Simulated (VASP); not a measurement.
**Ti6C: single point with PBE**

Ti6C:

```xyz
7
Lattice="0.0000 3.7211 3.7211 3.7211 0.0000 3.7211 3.7211 3.7211 0.0000" Properties=species:S:1:pos:R:3 pbc="T T T"
Ti    1.8605    1.8605    3.7211
Ti    1.8605    3.7211    1.8605
Ti    1.8605    1.8605    0.0000
Ti    1.8605    0.0000    1.8605
Ti    3.7211    1.8605    1.8605
Ti    0.0000    1.8605    1.8605
C     0.0000    0.0000    0.0000
```

The cell was built by a generator and needn't be a form met in nature.

The cell isn't the ideal one: species swapped into the Zn6Mo type (Fm-3m, No. 225).

- Program: VASP 6.6.1
- Task: single point
- Functional: PBE
- Potentials or basis: VASP PAW PBE potentials, release 64 (Ti_sv, C)
- Cutoff: 520 eV
- k mesh: 4 × 4 × 4
- Occupations: gaussian, width 0.1 eV
- Spin: no spin polarisation
- Dipole correction: no
- Further INCAR settings: ALGO = Normal; EDIFF = 1e-07; NBANDS = 47

```
Pressure               : 5.1 GPa
Band gap on the k mesh : none (metal or under the smearing width)
```

Levels at points of the mesh, in eV from the Fermi level:
| k point | band 35 | band 36 | band 37 | band 38 | band 39 | band 40 | band 41 | band 42 |
| --- | --- | --- | --- | --- | --- | --- | --- | --- |
| (0.00, 0.00, 0.00) | -1.58 | -1.44 | -1.44 | -1.44 | 0.89 | 0.89 | 0.89 | 2.11 |
| (0.50, 0.00, 0.00) | -0.55 | -0.55 | -0.18 | -0.10 | -0.10 | 0.54 | 0.67 | 0.67 |
| (0.50, 0.50, 0.00) | -0.64 | -0.25 | -0.02 | -0.02 | 0.14 | 0.91 | 0.91 | 1.11 |

It took 51 s on 1 thread of Intel(R) Xeon(R) Platinum 8488C (Sapphire Rapids), with other jobs on the host, peak memory 0.24 GiB.

Caveat: the k mesh is coarse (spacing up to 0.37 Å⁻¹), so the values aren't converged.
